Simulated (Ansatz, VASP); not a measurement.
Si in VASP and in Ansatz

The input INCAR:

```
  ALGO = Normal
  EDIFF = 1E-7
  ENCUT = 520
  GGA = PS
  ISIF = 2
  ISMEAR = 0
  LASPH = T
  LCHARG = F
  LREAL = F
  LWAVE = F
  NBANDS = 11
  NELM = 100
  PREC = Accurate
  SIGMA = 0.1
```

File KPOINTS:

```
k-points
0
Gamma
  6 6 6
```

POSCAR

```
Si
1.0
    0.0000000000      2.7218511865      2.7218511865
    2.7218511865      0.0000000000      2.7218511865
    2.7218511865      2.7218511865      0.0000000000
Si
2
Direct
    0.2500000000      0.2500000000      0.2500000000
    0.0000000000      0.0000000000      0.0000000000
```

Input for Ansatz:

```yaml
crystal:
  lattice:
    - [0.0, 2.7218511865, 2.7218511865]
    - [2.7218511865, 0.0, 2.7218511865]
    - [2.7218511865, 2.7218511865, 0.0]
  atoms:
    - { symbol: Si, position: [0.25, 0.25, 0.25] }
    - { symbol: Si, position: [0.0, 0.0, 0.0] }
basis:
  ecutwfc: 420
kpoints:
  mp_grid: { grid: [6, 6, 6] }
hamiltonian:
  xc: pbesol
scf:
  occupations: { method: gaussian, width: 0.1 }
output:
  forces: true
  stress: true
  eigenvalues: true
```

Alike in both runs: task single point; functional PBEsol; k mesh 6 × 6 × 6; occupations gaussian, width 0.1 eV; no spin polarisation.

|  | VASP | Ansatz |
| --- | --- | --- |
| version | VASP 6.6.1 | Ansatz 0.2.0 |
| potentials or method | VASP PAW PBE potentials, release 64 (Si) | scalar-relativistic, plane waves, PAW |
| plane-wave cutoff (eV) | 520 | 420 |
| valence electrons in the cell | 8 | 8 |

Ansatz gave:

* gap on the k mesh at the Fermi level (eV): 0.60
* least direct gap on the mesh (eV): 2.51
* pressure (GPa): -0.4

Estimate VASP's values.

gap on the k mesh at the Fermi level (eV): 0.60; least direct gap on the mesh (eV): 2.51; pressure (GPa): -0.3.

The functional is the same, so the differences come from potentials, cutoffs and numerics.

Caveats: the PAW data sets were made with another functional, which shifts forces and pressure a little (VASP). PBEsol gaps usually lie below the measured ones, often by a third to a half. A k mesh can miss the band edges.
